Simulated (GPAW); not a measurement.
Runs of GPAW 26.7.0 on KBr. It takes space group Fm-3m (No. 225, cubic). Conventional cell: a = 6.600 Å, b = 6.600 Å, c = 6.600 Å, α = 90.00°, β = 90.00°, γ = 90.00°. Br (site symmetry m-3m) is surrounded by 6 K at 3.30 Å. Around K (site symmetry m-3m) lie 6 Br at 3.30 Å. 

```tsv
task	level	potentials or basis	cell	eigensolver	gap on the mesh (eV)	pressure (GPa)	relaxed volume (Å³/atom)
relaxation of cell and atoms	PBEsol	PAW data sets generated in the run's folder for this functional, pw	relaxed	-	4.35	0.0	35.06
relaxation of cell and atoms	PBE	GPAW PAW data sets (gpaw-data 1.2.1), pw	relaxed	-	(d)	0.0	37.54
relaxation of the atoms	PBE	GPAW PAW data sets (gpaw-data 1.2.1), pw	atoms relaxed	-	(b)	-	-
relaxation of cell and atoms	RPBE	the program's PAW data sets (release 1.2.1) made for this functional, pw	relaxed	-	4.41	0.0	(c)
relaxation of cell and atoms	LDA	the program's PAW data sets (release 1.2.1) made for this functional, pw	relaxed	-	4.32	-0.1	32.40
relaxation of cell and atoms	BLYP	PAW data sets generated in the run's folder for this functional, pw	relaxed	davidson	(a)	0.0	39.45
relaxation of cell and atoms	revPBE	the program's PAW data sets (release 1.2.1) made for this functional, pw	relaxed	-	4.42	0.0	40.76
```

Alike in all rows: no spin polarisation; k mesh 7 × 7 × 7; cutoff (eV) 600; smearing fermi-dirac 0.05 eV.

**Question.** Estimate the missing entries.

**Answer.** (a) 4.19; (b) 4.44; (c) 41.31; (d) 4.33.

Caveats: later steps reuse the first step's grids; an odd mesh through Γ misses points on the zone boundary, where band edges often lie (some runs); the density grid can change from cell to cell, which puts small steps into energies and stress (some runs); the relaxation stopped at its first step, so nothing moved (some runs).

A k mesh can miss the band edges, and the runs leave out spin-orbit coupling on Br.
